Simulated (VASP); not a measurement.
Here is a VASP 6.6.1 calculation.

The input POSCAR:

```
SnTe
1.0
    0.0000000000      3.1893545680      3.1893545680
    3.1893545680      0.0000000000      3.1893545680
    3.1893545680      3.1893545680      0.0000000000
Sn Te
1 1
Direct
    0.0000000000      0.0000000000      0.0000000000
    0.5000000000      0.5000000000      0.5000000000
```

File INCAR.step1:

```
SYSTEM = SnTe
PREC = Accurate
ENCUT = 520
ISMEAR = -1
SIGMA = 0.02
LREAL = .FALSE.
LASPH = .TRUE.
NELM = 100
NBANDS = 17
GGA = PE
ALGO = Normal
EDIFF = 1E-4
LWAVE = .TRUE.
LCHARG = .FALSE.
```

Contents of INCAR.step2:

```
SYSTEM = SnTe
PREC = Accurate
ENCUT = 520
EDIFF = 1E-6
ISMEAR = -1
SIGMA = 0.02
LREAL = .FALSE.
LASPH = .TRUE.
NELM = 100
ALGO = Normal
ISIF = 2
LWAVE = .FALSE.
LCHARG = .TRUE.
METAGGA = R2SCAN
LMIXTAU = .TRUE.
LELF = .TRUE.
LVHAR = .TRUE.
NBANDS = 17
ISTART = 1
```

KPOINTS

```
regular mesh
0
G
  8 8 8
  0 0 0
```

Potentials or basis: VASP PAW PBE potentials, release 64 (Sn_d, Te).

The run is started by

```bash
$ cat potpaw_PBE.64/Sn_d/POTCAR potpaw_PBE.64/Te/POTCAR > POTCAR
$ cp INCAR.step1 INCAR
$ mpirun -np 1 vasp_std > vasp.out
$ cp INCAR.step2 INCAR
$ mpirun -np 1 vasp_std > vasp.out
```

Problem. Predict the pressure.

Solution. -0.1 GPa.

Problem. Estimate the band gap on the k mesh.

Solution. 0.14 eV.

Caveat: the PAW data sets were made with another functional, which shifts forces and pressure a little; spin-orbit coupling is left out, which moves the levels of the heavy elements.

**Experimental background.**

A printed reference work, textbook reports, for a bulk crystal of SnTe at 300 K: band gap 0.18 eV (direct).

Against the measured gap of SnTe, 0.18 eV (direct; 300 K; a printed reference work, textbook), the calculated 0.14 eV is off by -0.04 eV. Spin-orbit coupling on Sn, Te is left out. The value is that of r2SCAN on a finite k mesh, which can miss the band edges, without temperature or zero-point motion.
